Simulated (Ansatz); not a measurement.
input.yaml

```yaml
crystal:
  lattice:
    - [4.7786545071, 0.0, 0.0]
    - [0.0, 4.7786545071, 0.0]
    - [0.0, 0.0, 3.2053590838]
  atoms:
    - { symbol: Sn, position: [0.0, 0.0, 0.0] }
    - { symbol: Sn, position: [0.5, 0.5, 0.5] }
    - { symbol: O, position: [0.3065442634, 0.3065442634, 0.0] }
    - { symbol: O, position: [0.1934557366, 0.8065442634, 0.5] }
    - { symbol: O, position: [0.6934557366, 0.6934557366, 0.0] }
    - { symbol: O, position: [0.8065442634, 0.1934557366, 0.5] }
basis:
  ecutwfc: 420
kpoints:
  mp_grid: { grid: [6, 6, 8] }
hamiltonian:
  xc: pbe
scf:
  occupations: { method: gaussian, width: 0.02 }
output:
  forces: true
  stress: true
  eigenvalues: true
relax:
  adjacent_minimum: "off"
  f_tol: 0.01
  max_steps: 30
  cell: { stress_tol: 0.1, fix: [volume] }
```

Command:
```bash
ansatz run input.yaml --threads 2 --pin off --max-ram 5120MiB --backend cpu --events-out ev --progress --plain --runs-dir out
```

The calculation used Ansatz, DFT PBE, scalar-relativistic, plane waves, PAW.

Abridged output (iterations and final results):

```
SCF iter   1: F=—  HF=-14317.926598 eV  |F-HF|=—  |Δ(HF+E_count)|=         —  Δρ=1.13e-3  dr2=3.42e-4  ethr=1.77e-3  ⟨swp⟩=6.3  Hψ=7090  notcnv=0  defer=1
SCF iter   2: F=—  HF=-14317.928144 eV  |F-HF|=—  |Δ(HF+E_count)|=   1.55e-3  Δρ=5.87e-4  dr2=8.69e-5  ethr=6.57e-7  ⟨swp⟩=2.7  Hψ=3534  notcnv=0  defer=39
SCF iter   3: F=—  HF=-14317.928415 eV  |F-HF|=—  |Δ(HF+E_count)|=   2.71e-4  Δρ=2.13e-4  dr2=2.17e-5  ethr=1.67e-7  ⟨swp⟩=2.7  Hψ=2886  notcnv=0  defer=39
SCF iter   4: F=—  HF=-14317.928440 eV  |F-HF|=—  |Δ(HF+E_count)|=   2.42e-5  Δρ=3.95e-5  dr2=6.49e-7  ethr=4.17e-8  ⟨swp⟩=2.0  Hψ=2123  notcnv=0  defer=39
SCF iter   5: F=-14317.928441 eV  HF=-14317.928441 eV  |F-HF|=1.45e-7  |Δ(HF+E_count)|=   1.41e-6  Δρ=1.23e-5  dr2=6.76e-8  ethr=1.25e-9  ⟨swp⟩=2.0  Hψ=2719  notcnv=0  defer=39
SCF iter   6: F=-14317.928441 eV  HF=-14317.928441 eV  |F-HF|=1.07e-8  |Δ(HF+E_count)|=   1.55e-7  Δρ=3.83e-6  dr2=6.14e-9  ethr=1.30e-10  ⟨swp⟩=6.6  Hψ=7186  notcnv=0
SCF 1 converged in 6 iterations: F = -14317.928441 eV  dr2 = 6.14e-9
relax step   1: F+E_penalty+E_count = -14317.92844128 eV  Δ(F+E_penalty+E_count) = +0.000e0 eV  max|allowed force component| = 7.542e-2 eV/Å  Δτ_max = 0.0000 Å  P = +5.964 GPa  Ω = 73.196 Å³  fix = [volume]  reactions: volume +5.964 GPa (6 SCF iters, dr2 threshold 1.00e-7 eV, accepted)
Initial density: handed on by an earlier stage of this run
Initial wavefunctions: those handed on with the density
SCF iter   1: F=—  HF=-14317.930571 eV  |F-HF|=—  |Δ(HF+E_count)|=         —  Δρ=5.29e-4  dr2=1.01e-4  ethr=1.60e-7  ⟨swp⟩=3.0  Hψ=8825  notcnv=0
SCF iter   2: F=—  HF=-14317.930534 eV  |F-HF|=—  |Δ(HF+E_count)|=   3.66e-5  Δρ=2.70e-4  dr2=2.70e-5  ethr=1.60e-7  ⟨swp⟩=2.6  Hψ=2253  notcnv=0
SCF iter   3: F=—  HF=-14317.930535 eV  |F-HF|=—  |Δ(HF+E_count)|=   5.76e-7  Δρ=9.46e-5  dr2=4.56e-6  ethr=5.19e-8  ⟨swp⟩=2.9  Hψ=2643  notcnv=0
SCF iter   4: F=-14317.930535 eV  HF=-14317.930535 eV  |F-HF|=6.56e-8  |Δ(HF+E_count)|=   2.79e-7  Δρ=1.66e-5  dr2=1.33e-7  ethr=1.15e-9  ⟨swp⟩=4.1  Hψ=6774  notcnv=0
SCF 2 converged in 4 iterations: F = -14317.930535 eV  dr2 = 1.33e-7
relax step   2: F+E_penalty+E_count = -14317.93053468 eV  Δ(F+E_penalty+E_count) = -2.093e-3 eV  max|allowed force component| = 6.034e-2 eV/Å  Δτ_max = 0.0000 Å  P = +5.731 GPa  Ω = 73.196 Å³  energy of the carried Pulay correction = +2.517e-16 eV  fix = [volume]  reactions: volume +5.731 GPa (4 SCF iters, dr2 threshold 6.00e-7 eV, accepted)
SCF iter   1: F=—  HF=-14317.931288 eV  |F-HF|=—  |Δ(HF+E_count)|=         —  Δρ=8.13e-4  dr2=2.43e-4  ethr=4.33e-7  ⟨swp⟩=2.6  Hψ=7989  notcnv=0
SCF iter   2: F=—  HF=-14317.931224 eV  |F-HF|=—  |Δ(HF+E_count)|=   6.42e-5  Δρ=4.33e-4  dr2=7.40e-5  ethr=4.33e-7  ⟨swp⟩=1.0  Hψ=1600  notcnv=0
SCF iter   3: F=—  HF=-14317.931207 eV  |F-HF|=—  |Δ(HF+E_count)|=   1.67e-5  Δρ=8.73e-5  dr2=3.98e-6  ethr=1.42e-7  ⟨swp⟩=2.0  Hψ=2200  notcnv=0
SCF iter   4: F=-14317.931206 eV  HF=-14317.931206 eV  |F-HF|=1.85e-8  |Δ(HF+E_count)|=   9.22e-7  Δρ=2.32e-5  dr2=2.19e-7  ethr=5.37e-10  ⟨swp⟩=4.4  Hψ=7440  notcnv=0
SCF 3 converged in 4 iterations: F = -14317.931206 eV  dr2 = 2.19e-7
relax step   3: F+E_penalty+E_count = -14317.93120591 eV  Δ(F+E_penalty+E_count) = -6.712e-4 eV  max|allowed force component| = 1.717e-2 eV/Å  Δτ_max = 0.0047 Å  P = +5.549 GPa  Ω = 73.196 Å³  fix = [volume]  reactions: volume +5.549 GPa (4 SCF iters, dr2 threshold 2.79e-7 eV, accepted)
SCF iter   1: F=—  HF=-14317.931285 eV  |F-HF|=—  |Δ(HF+E_count)|=         —  Δρ=2.00e-4  dr2=1.20e-5  ethr=2.19e-8  ⟨swp⟩=2.2  Hψ=7772  notcnv=0
SCF iter   2: F=—  HF=-14317.931262 eV  |F-HF|=—  |Δ(HF+E_count)|=   2.27e-5  Δρ=1.04e-4  dr2=3.51e-6  ethr=2.19e-8  ⟨swp⟩=1.0  Hψ=1600  notcnv=0
SCF iter   3: F=—  HF=-14317.931261 eV  |F-HF|=—  |Δ(HF+E_count)|=   7.29e-7  Δρ=1.43e-5  dr2=9.25e-8  ethr=6.76e-9  ⟨swp⟩=2.0  Hψ=2237  notcnv=0
SCF iter   4: F=-14317.931261 eV  HF=-14317.931261 eV  |F-HF|=3.07e-9  |Δ(HF+E_count)|=   9.01e-9  Δρ=5.34e-6  dr2=1.16e-8  ethr=3.55e-11  ⟨swp⟩=5.6  Hψ=6243  notcnv=0
SCF 4 converged in 4 iterations: F = -14317.931261 eV  dr2 = 1.16e-8
relax step   4: F+E_penalty+E_count = -14317.93126119 eV  Δ(F+E_penalty+E_count) = -5.527e-5 eV  max|allowed force component| = 3.160e-6 eV/Å  Δτ_max = 0.0011 Å  P = +5.570 GPa  Ω = 73.196 Å³  energy of the carried Pulay correction = +1.258e-16 eV  fix = [volume]  reactions: volume +5.570 GPa (4 SCF iters, dr2 threshold 1.84e-8 eV, accepted)
Initial wavefunctions: pseudopotential atomic-orbital guess (no wavefunctions were taken with the density)
SCF iter   1: F=—  HF=-14317.931232 eV  |F-HF|=—  |Δ(HF+E_count)|=         —  Δρ=7.36e-5  dr2=2.36e-7  ethr=2.02e-8  ⟨swp⟩=3.6  Hψ=11892  notcnv=0
SCF iter   2: F=—  HF=-14317.931238 eV  |F-HF|=—  |Δ(HF+E_count)|=   6.39e-6  Δρ=3.72e-5  dr2=5.69e-8  ethr=4.54e-10  ⟨swp⟩=2.0  Hψ=2400  notcnv=0
SCF iter   3: F=—  HF=-14317.931247 eV  |F-HF|=—  |Δ(HF+E_count)|=   8.61e-6  Δρ=4.33e-6  dr2=6.15e-9  ethr=1.09e-10  ⟨swp⟩=2.0  Hψ=2400  notcnv=0
SCF iter   4: F=-14317.931247 eV  HF=-14317.931247 eV  |F-HF|=3.18e-10  |Δ(HF+E_count)|=   3.04e-8  Δρ=7.26e-7  dr2=1.49e-10  ethr=1.00e-12  ⟨swp⟩=4.0  Hψ=7146  notcnv=0
SCF 5 converged in 4 iterations: F = -14317.931247 eV  dr2 = 1.49e-10
SCF converged after 4 iterations
Free energy (F): -14317.931247 eV
Harris-Foulkes:  -14317.931247 eV  (|F-HF|=3.18e-10)
Internal energy: -14317.931247 eV  (E = F + TS)
E sigma→0 (E₀):  -14317.931247 eV
Fermi energy:    9.679290 eV
--- Per-component energies (eV) ---
  E_band       = -131.821764
  E_kinetic    = 1081.843753
  E_local      = -2897.584431  (includes V_loc(G=0)·N_el)
  E_nonlocal   = 134.394799
  E_hartree    = 1501.588708
  E_xc         = -1054.138801
  E_vxc        = -562.925560  (∫ρ·V_xc dr)
  E_paw        = -8929.489193  (= ΣΔE_a)
  E_vpaw       = -890.737819  (= ΣTr[D̂ρ^β])
  E_aug_tail   = 0.009949  (compensation charges beyond the density's cutoff)
  E_ewald      = -4154.556031
  E_smearing   =  0.000000  (= −TS)
--- Forces (eV/Å), atoms counted from 1 ---
  atom   1  Sn     0.00000000     0.00000000     0.00000000
  atom   2  Sn     0.00000000     0.00000000     0.00000000
  atom   3  O     -0.00038383    -0.00038383     0.00000000
  atom   4  O      0.00038383    -0.00038383     0.00000000
  atom   5  O      0.00038383     0.00038383     0.00000000
  atom   6  O     -0.00038383     0.00038383     0.00000000
--- Stress (GPa, compression-positive) ---
        5.551672       0.000000       0.000000
        0.000000       5.551672       0.000000
        0.000000       0.000000       5.598631
  P = ⅓ Tr σ = 5.5673 GPa (55.673 kbar)
--- Band table (eV; the first three rows and the last of 50) ---
  k-point 0: bands = ["-11.8919", "-11.1483", "-10.9283", "-10.9025", "-10.9025", "-10.8369", "-10.7890", "-10.7088", "-10.6772", "-10.6772", "-9.6234", "-7.8348", "-7.8348", "-6.1270", "1.1250", "5.2121", "5.2121", "5.2943", "6.1691", "7.2045", "7.2730", "7.9364", "7.9364", "8.4363", "8.4363", "9.1900", "10.1686", "15.1354", "15.3821", "15.3821", "19.4929", "19.5569"]
  k-point 1: bands = ["-11.8233", "-11.0717", "-11.0357", "-11.0357", "-10.9023", "-10.8491", "-10.7833", "-10.7094", "-10.6958", "-10.6958", "-9.5373", "-7.6122", "-7.6122", "-6.2405", "1.1197", "5.1708", "5.3493", "5.3493", "6.1930", "6.2698", "7.1494", "7.3877", "7.3877", "8.4621", "8.4621", "9.0638", "11.1506", "15.4308", "16.0178", "16.0178", "18.5217", "20.5089"]
  k-point 2: bands = ["-11.6431", "-11.3125", "-11.3125", "-10.9640", "-10.8333", "-10.8331", "-10.7685", "-10.7313", "-10.7313", "-10.7120", "-9.2439", "-7.1164", "-7.1164", "-6.5959", "1.1619", "4.6052", "5.0080", "5.6748", "5.6748", "6.4109", "6.4109", "6.5630", "6.6891", "8.3617", "8.3617", "8.7070", "12.7484", "15.8601", "17.4245", "17.4245", "17.9225", "20.7782"]
  k-point 49: bands = ["-11.6422", "-11.6422", "-11.2172", "-11.2172", "-10.7796", "-10.7796", "-10.7257", "-10.7257", "-10.6867", "-10.6867", "-7.7814", "-7.7814", "-6.5371", "-6.5371", "1.3129", "1.3129", "4.2873", "4.2873", "6.6502", "6.6502", "6.8131", "6.8131", "8.2591", "8.2591", "8.3876", "8.3876", "13.8273", "13.8273", "18.0029", "18.0029", "19.9854", "19.9854"]
--- Relaxed structure (4 steps of the walk, 4 accepted, 1 SCFs on fresh bases) ---
  F+E_penalty+E_count = -14317.93124704 eV   max|allowed force component| = 3.838e-4 eV/Å   (the final SCF, on the basis selected at the relaxed cell)
  cell:  # Å, volume = 73.1961 Å³
    - [4.76699243, 0.0, 0.0]
    - [0.0, 4.76699243, 0.0]
    - [0.0, 0.0, 3.22106158]
  atoms:
    - { symbol: Sn, position: [0.0, 0.0, 0.0] }
    - { symbol: Sn, position: [0.5, 0.5, 0.50000000] }
    - { symbol: O, position: [0.30600511, 0.30600511, 0.0] }
    - { symbol: O, position: [0.19399488, 0.80600511, 0.50000000] }
    - { symbol: O, position: [0.69399488, 0.69399488, 0.0] }
    - { symbol: O, position: [0.80600511, 0.19399488, 0.50000000] }
```

The relaxation met its thresholds.

Time: 16 s on 2 threads of Arm Neoverse V1 (shared host), peak memory 0.4 GiB.